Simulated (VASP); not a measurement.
TlBr, 2 atoms in the cell. It takes space group Pm-3m (No. 221, cubic). The conventional cell has a = 3.915 Å, b = 3.915 Å, c = 3.915 Å, α = 90.00°, β = 90.00°, γ = 90.00°. Around Tl (site symmetry m-3m) lie 8 Br at 3.39 Å. Br (site symmetry m-3m) is surrounded by 8 Tl at 3.39 Å. 

| Quantity | Value |
| --- | --- |
| Program | VASP 6.6.1 |
| Task | single point |
| Functional | PBEsol |
| Potentials or basis | VASP PAW PBE potentials, release 64 (Tl_d, Br) |
| Cutoff | 520 eV |
| k mesh | 6 × 6 × 6 |
| Occupations | gaussian, width 0.01 eV |
| Spin | no spin polarisation |
| Dipole correction | no |
| Further INCAR settings | ALGO = Fast; EDIFF = 1e-06; NBANDS = 17 |

Potentials or basis: VASP PAW PBE potentials, release 64 (Tl_d, Br).

Command:

```console
$ cat potpaw_PBE.64/Tl_d/POTCAR potpaw_PBE.64/Br/POTCAR > POTCAR
$ mpirun -np 1 vasp_std > vasp.out
```

Hardware: 1 thread of Intel(R) Xeon(R) 6975P-C (Granite Rapids), on a shared host.

**Question.** Estimate the wall time of this run.

**Answer.** Wall time 9.3 s on 1 thread of Intel(R) Xeon(R) 6975P-C (Granite Rapids) (shared host), peak memory 0.17 GiB. Counts: scf iterations 12, k points 20.
